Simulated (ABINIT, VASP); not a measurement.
Given: the input of a run of VASP 6.6.1 on Ge. This isn't the form of Ge at room conditions, which is diamond.

Contents of INCAR:

```
SYSTEM = Ge
  PREC = Accurate
  ENCUT = 520
  EDIFF = 1E-7
  ISMEAR = -1
  SIGMA = 0.05
  LREAL = .False.
  LASPH = .True.
  NELM = 60
  ALGO = Normal
  ISIF = 2
  LWAVE = .False.
  LCHARG = .True.
  GGA = PE
  LELF = .True.
  LVHAR = .True.
  NBANDS = 13
```

File KPOINTS:

```
Automatic mesh
0
Gamma
  10 10 10
  0 0 0
```

The input POSCAR:

```
Ge
1.0
    2.7104700000      0.0000000000      0.0000000000
    0.0000000000      2.7104700000      0.0000000000
    0.0000000000      0.0000000000      2.7104700000
Ge
1
Direct
    0.0000000000      0.0000000000      0.0000000000
```

Potentials or basis: VASP PAW PBE potentials, release 64 (Ge_d).

Run with:

```console
$ cat potpaw_PBE.64/Ge_d/POTCAR > POTCAR
$ mpirun -np 1 vasp_std > vasp.out
```

Problem. Set up the same calculation for ABINIT 10.8.3 (patched build). Potentials or basis there: JTH PAW PBE v2.0, cutoff 599 eV.

Solution. As run (cutoffs and basis follow the program's own potentials, and thresholds, step limits or extra output files can differ):

The input run.abi:

```
pp_dirpath "./"
pseudos "Ge.GGA_PBE-JTH.xml"

structure "poscar:POSCAR"
natom 1

ecut 22.0
pawecutdg 44.0
pawxcdev 0

kptopt 1
ngkpt 10 10 10
nshiftk 1
shiftk 0.0 0.0 0.0

ixc 11

nband 11
occopt 3
tsmear 0.00183747

nstep 100
tolvrs 1.0e-9

iomode 3
prtwf 0
prteig 0
prtebands 0
prtden 1
prtvha 1
prtvclmb 1
prtpot 1
```

File POSCAR:

```
Ge
1.0
    2.7104700000      0.0000000000      0.0000000000
    0.0000000000      2.7104700000      0.0000000000
    0.0000000000      0.0000000000      2.7104700000
Ge
1
Direct
    0.0000000000      0.0000000000      0.0000000000  Ge
```

Potentials or basis: JTH PAW PBE v2.0.

The run is started by

```bash
$ abinit run.abi > log 2>&1
```

Both were run:

|  | VASP | ABINIT |
| --- | --- | --- |
| Pressure | -0.6 GPa | -0.9 GPa |

Pressure is positive in compression.
